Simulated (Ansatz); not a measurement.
**SiO2: response to equal strain of all cell vectors**

An exercise on one series of results from a longer session: the logs are not shown, and one member is left open.

Method: DFT r2SCAN, scalar-relativistic, plane waves, PAW, in Ansatz 0.2.0.

## The structure to begin with

It takes space group P4_32_12 (No. 96, tetragonal). Conventional cell: a = 4.976 Å, b = 4.976 Å, c = 6.901 Å, α = 90.00°, β = 90.00°, γ = 90.00°. Around Si (site symmetry 2) lie 4 O at 1.61 Å. Around O (site symmetry 1) lie 2 Si at 1.61 Å.

Structure file:

```cif
data_structure
_symmetry_space_group_name_H-M 'P4_32_12'
_symmetry_Int_Tables_number 96
_cell_length_a 4.9756
_cell_length_b 4.9756
_cell_length_c 6.9009
_cell_angle_alpha 90.000
_cell_angle_beta 90.000
_cell_angle_gamma 90.000
_cell_volume 170.84
loop_
_atom_site_label
_atom_site_type_symbol
_atom_site_symmetry_multiplicity
_atom_site_Wyckoff_symbol
_atom_site_fract_x
_atom_site_fract_y
_atom_site_fract_z
_atom_site_occupancy
Si1 Si 4 a 0.19675 0.19675 0.00000 1
O1 O 8 b 0.61039 0.73824 0.68204 1
```

The structure comes from the Materials Project (structure only).

The first run:

(A quick probe on a coarse mesh, which set the mesh and smearing, is not shown.)

input.yaml reads:

```yaml
crystal:
  lattice:
    - [4.97558882, 0.0, 0.0]
    - [0.0, 4.97558882, 0.0]
    - [0.0, 0.0, 6.90088944]
  atoms:
    - { symbol: Si, position: [0.19675344, 0.19675344, 0.0] }
    - { symbol: Si, position: [0.30324656, 0.69675344, 0.75] }
    - { symbol: Si, position: [0.69675344, 0.30324656, 0.25] }
    - { symbol: Si, position: [0.80324656, 0.80324656, 0.5] }
    - { symbol: O, position: [0.61038707, 0.73824237, 0.68204156] }
    - { symbol: O, position: [0.38961293, 0.26175763, 0.18204156] }
    - { symbol: O, position: [0.73824237, 0.61038707, 0.31795844] }
    - { symbol: O, position: [0.23824237, 0.88961293, 0.93204156] }
    - { symbol: O, position: [0.26175763, 0.38961293, 0.81795844] }
    - { symbol: O, position: [0.11038707, 0.76175763, 0.56795844] }
    - { symbol: O, position: [0.88961293, 0.23824237, 0.06795844] }
    - { symbol: O, position: [0.76175763, 0.11038707, 0.43204156] }
basis:
  ecutwfc: 500
kpoints:
  mp_grid: { grid: [6, 6, 4] }
hamiltonian:
  xc: r2scan
scf:
  occupations: { method: gaussian, width: 0.02 }
output:
  forces: true
  stress: true
  eigenvalues: true
relax:
  adjacent_minimum: "off"
  f_tol: 0.005
  max_steps: 80
  cell: { stress_tol: 0.05 }
```

Run with:

```
$ ansatz run input.yaml --threads 2 --pin off --max-ram 5120MiB --backend cpu --events-out ev --progress --plain --runs-dir out
```

Among the steps run: Full relaxation; Reference cell for the strains; The gap over the whole zone; At -1.5 %; Band edges over the zone at -1.5 %; Strain +1.5 %; The gap over the whole zone at +1.5 %; The cell strained by -3.0 %; The gap over the whole zone at -3.0 %; At +3.0 %; Band edges over the zone at +3.0 %.

One table of the session follows, with a row left open; its other results are not shown here.

Lengths are those of the vectors of the cell that was run; stresses in GPa:

```
strain (%)  ΔE (meV/atom)  a (Å)  b (Å)  c (Å)
      -3.0            6.2  4.832  4.832  6.713
      -1.5              ?      ?      ?      ?
      +0.0            0.0  4.982  4.982  6.921
      +1.5            1.3  5.056  5.056  7.025
      +3.0            5.0  5.131  5.131  7.128
```

**Question.** Estimate the row for strain (%) = -1.5.

Worked estimate for «ΔE (meV/atom)». A straight line through the neighbours (-3.0, 6.2) and (0.0, 0.0) gives 6.2 + (0.0 − 6.2) × (-1.5 + 3.0) / (0.0 + 3.0) = 3.1; a parabola fitted to 3 rows on both sides gives 1.6.

**Answer.** ΔE (meV/atom): 1.5; a (Å): 4.907; b (Å): 4.907; c (Å): 6.817. In «ΔE (meV/atom)» the line misses by +1.6 and the parabola by +0.1.

ΔE is over the unstrained cell. Stress in GPa, positive in compression, on the Cartesian axes of the input.

Limits of these values: Warnings in the runs' records: stress scf threshold loose.
